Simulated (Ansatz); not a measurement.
## Relaxation of ZrO

Theory: Ansatz, DFT r2SCAN, scalar-relativistic, plane waves, PAW. (500 eV cutoff, 12×12×12 k-mesh, Gaussian smearing of 0.10 eV, no spin polarisation)

What was changed in TiO: Ti → Zr on all its sites, cell and atoms relaxed.

Command:

```bash
ansatz run input.yaml --threads 1 --pin off --max-ram 2560MiB --backend cpu --events-out ev --progress --plain --runs-dir out
```

Input:

```yaml
crystal:
  lattice:
    - [5.2852810334, 0.0, 0.0]
    - [-2.6426405167, 4.5771876411, 0.0]
    - [0.0, 0.0, 3.1913926606]
  atoms:
    - { symbol: Zr, position: [0.6666666667, 0.3333333333, 0.5] }
    - { symbol: Zr, position: [0.3333333333, 0.6666666667, 0.5] }
    - { symbol: Zr, position: [0.0, 0.0, 0.0] }
    - { symbol: O, position: [0.5942458501, 0.5942458501, 0.0] }
    - { symbol: O, position: [0.4057541499, 0.0, 0.0] }
    - { symbol: O, position: [0.0, 0.4057541499, 0.0] }
basis:
  ecutwfc: 500
kpoints:
  mp_grid: { grid: [12, 12, 12] }
hamiltonian:
  xc: r2scan
scf:
  occupations: { method: gaussian, width: 0.1 }
output:
  forces: true
  stress: true
  eigenvalues: true
relax:
  adjacent_minimum: "off"
  f_tol: 0.01
  max_steps: 60
  cell: { stress_tol: 0.1 }
```

F is the free energy. Steps run on the plane waves of an earlier cell, but the last one, and at times one on the way, on a freshly chosen basis, so a repeated geometry can differ a little in energy.

Steps:

```csv
step,F − F(1) (eV),largest force component (eV/Å),V (Å³/atom),P (GPa)
1,0.0000,0.003,12.868,0.02
2,0.0000,0.008,12.866,0.01
3,0.0000,0.003,12.869,-0.01
4,-0.0001,0.003,12.869,-0.01
```

Relaxed structure:

```yaml
crystal:
  lattice:
    - [5.28336, 0.00000, 0.00000]
    - [-2.64168, 4.57553, 0.00000]
    - [0.00000, 0.00000, 3.19395]
  atoms:
    - { symbol: Zr, position: [0.66667, 0.33333, 0.50000] }
    - { symbol: Zr, position: [0.33333, 0.66667, 0.50000] }
    - { symbol: Zr, position: [0.00000, 0.00000, 0.00000] }
    - { symbol: O, position: [0.59418, 0.59418, 0.00000] }
    - { symbol: O, position: [0.40582, 0.00000, 0.00000] }
    - { symbol: O, position: [0.00000, 0.40582, 0.00000] }
```

Symmetry: P-62m, No. 189, hexagonal system. Conventional cell: a = 5.283 Å, b = 5.283 Å, c = 3.194 Å, α = 90.00°, β = 90.00°, γ = 120.00°. Around Zr (site symmetry -6) lie 6 O at 2.26 Å. Around Zr (site symmetry -62m) lie 3 O at 2.14 Å. Around O (site symmetry m2m) lie 5 Zr at 2.14 to 2.26 Å.

The run converged. Time: 3.6 min on 1 thread of Intel(R) Xeon(R) Processor @ 2.70GHz, on a shared host, peak memory 0.73 GiB.